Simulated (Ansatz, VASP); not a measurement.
Pd: VASP beside Ansatz

The input INCAR:

```
SYSTEM = Pd
PREC = Accurate ; ENCUT = 520
EDIFF = 1E-6 ; ISMEAR = -1
SIGMA = 0.05 ; LREAL = .False.
LASPH = .True. ; NELM = 100
ALGO = Normal ; ISIF = 2
LWAVE = .False. ; LCHARG = .False.
GGA = CA ; NBANDS = 11
```

Contents of KPOINTS:

```
regular mesh
0
Gamma
  12 12 12
  0 0 0
```

Contents of POSCAR:

```
Pd
1.0
   -1.5929712806      1.5929712806      1.5929712806
    1.5929712806     -1.5929712806      1.5929712806
    1.5929712806      1.5929712806     -1.5929712806
Pd
1
Direct
    0.0000000000      0.0000000000      0.0000000000
```

Contents of input.yaml:

```yaml
crystal:
  lattice:
    - [-1.5929712806, 1.5929712806, 1.5929712806]
    - [1.5929712806, -1.5929712806, 1.5929712806]
    - [1.5929712806, 1.5929712806, -1.5929712806]
  atoms:
    - { symbol: Pd, position: [0.0, 0.0, 0.0] }
hamiltonian:
  xc: lda
  pseudopotentials: { kind: paw }
kpoints:
  mp_grid: { grid: [12, 12, 12] }
scf:
  occupations: { method: fermi_dirac, width: 0.05 }
output:
  forces: true
  stress: true
  eigenvalues: true
```

This isn't the form of Pd at room conditions, which is fcc.

Alike in both runs: task single point; functional LDA; k mesh 12 × 12 × 12; occupations fermi-dirac, width 0.05 eV; no spin polarisation.

|  | VASP | Ansatz |
| --- | --- | --- |
| version | VASP 6.6.1 | Ansatz 0.2.0 |
| potentials or method | VASP PAW LDA potentials, release 64 (Pd) | Ansatz PAW |
| plane-wave cutoff (eV) | 520 | 420 |
| valence electrons in the cell | 10 | 18 |

Ansatz gave:

| Item | Value |
| --- | --- |
| gap on the k mesh at the Fermi level (eV) | none |
| pressure (GPa) | -19.9 |

Which values does VASP return?

gap on the k mesh at the Fermi level (eV): none; pressure (GPa): -19.7.

A gap of «none» marks a metal or a gap that the smearing closes. The two sets of potentials don't hold the same shells in valence.

Caveats: so large a pressure means that the cell lies far from this level's equilibrium, or that cutoff or potentials fall short (VASP); the PAW data sets come from PBE, with cores solved anew for the run's functional, which leaves a small shift of forces and pressure (Ansatz).
